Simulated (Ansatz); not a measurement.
An element in the diamond structure gives these cold pressures by all-electron LAPW under PBE (Ansatz 0.2.0, scalar-relativistic, no spin polarisation).

```csv
V (Å³/atom),P (GPa)
46.38,0.01
42.67,2.66
38.96,6.75
35.25,13.11
31.54,23.2
27.83,40.1
24.12,69.7
20.87,115.8
```

(1) Which element is it?

## Answers

(1) Te. Its zero-pressure volume in this structure is near 46.4 Å³/atom; the volume and the steepness of P(V) together point to it, though neighbours can come close. Neighbours weren't tried against these numbers.
